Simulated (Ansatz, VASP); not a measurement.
# One calculation of Al, two programs

INCAR

```
SYSTEM = Al
PREC = Accurate ; ENCUT = 520
EDIFF = 1E-7 ; ISMEAR = 0
SIGMA = 0.1 ; LREAL = .False.
LASPH = .True. ; NELM = 100
ALGO = Normal ; ISIF = 2
LWAVE = .False. ; LCHARG = .True.
GGA = PE ; LELF = .True.
LVHAR = .True. ; NBANDS = 8
```

File KPOINTS:

```
Automatic mesh
0
Gamma
  8 8 8
  0 0 0
```

POSCAR

```
Al
1.0
    0.0000000000      2.0248050000      2.0248050000
    2.0248050000      0.0000000000      2.0248050000
    2.0248050000      2.0248050000      0.0000000000
Al
1
Direct
    0.0000000000      0.0000000000      0.0000000000
```

Input for Ansatz:

```yaml
crystal:
  lattice:
    - [0.0, 2.024805, 2.024805]
    - [2.024805, 0.0, 2.024805]
    - [2.024805, 2.024805, 0.0]
  atoms:
    - { symbol: Al, position: [0.0, 0.0, 0.0] }
basis:
  ecutwfc: 420
kpoints:
  mp_grid: { grid: [8, 8, 8] }
hamiltonian:
  xc: pbe
scf:
  occupations: { method: gaussian, width: 0.1 }
output:
  forces: true
  stress: true
  eigenvalues: true
```

Alike in both runs: task single point; functional PBE; k mesh 8 × 8 × 8; occupations gaussian, width 0.1 eV; no spin polarisation.

|  | VASP | Ansatz |
| --- | --- | --- |
| version | VASP 6.6.1 | Ansatz 0.2.0 |
| potentials or method | VASP PAW PBE potentials, release 64 (Al) | scalar-relativistic, plane waves, PAW |
| plane-wave cutoff (eV) | 520 | 420 |
| valence electrons in the cell | 3 | 3 |

VASP gave:

* gap on the k mesh at the Fermi level (eV): none
* pressure (GPa): -0.5

Task: Which values does Ansatz return?

Result: gap on the k mesh at the Fermi level (eV): none; pressure (GPa): -0.4.

A gap of «none» marks a metal or a gap that the smearing closes. The functional is the same, so the differences come from potentials, cutoffs and numerics.
